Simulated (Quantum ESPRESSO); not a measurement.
CO2:

```
O C
1.0
    -1.97473    1.97473    3.01406
     1.97473   -1.97473    3.01406
     1.97473    1.97473   -3.01406
O C
4 2
Direct
  0.87500 0.95980 0.58480
  0.37500 0.29020 0.41520
  0.04020 0.62500 0.91520
  0.70980 0.12500 0.08480
  0.00000 0.00000 0.00000
  0.75000 0.25000 0.50000
```

The cell comes from a database or a generator and needn't be the stable form of this composition.

Base run:

| Quantity | Value |
| --- | --- |
| Program | Quantum ESPRESSO 7.5 |
| Functional | BLYP |
| Potentials or basis | PseudoDojo 0.4.1 SR PBE standard |
| Cutoff | 1143 eV |
| Density cutoff | 4572 eV |
| k mesh | 6 × 6 × 6, shifted |
| Occupations | fermi-dirac, width 0.05 eV |
| Spin | no spin polarisation |

Its results: pressure 6.8 GPa; largest force 0.286 eV/Å; electronic dielectric tensor (diagonal) 3.16.

Task: After a change of settings the same cell gave: pressure -6.8 GPa; largest force 0.221 eV/Å; electronic dielectric tensor (diagonal) 3.20. Which change was it?
A. functional from BLYP to PBEsol; potentials or basis from PseudoDojo 0.4.1 SR PBE standard to PseudoDojo 0.4.1 SR PBEsol standard
B. functional from BLYP to WC
C. functional from BLYP to LDA; potentials or basis from PseudoDojo 0.4.1 SR PBE standard to PseudoDojo 0.4.1 SR LDA standard

Result: A.

Caveats: the cell is more than 3 GPa from zero pressure, which shifts response properties; the potentials were made for another functional, which shifts forces and pressure (some runs).
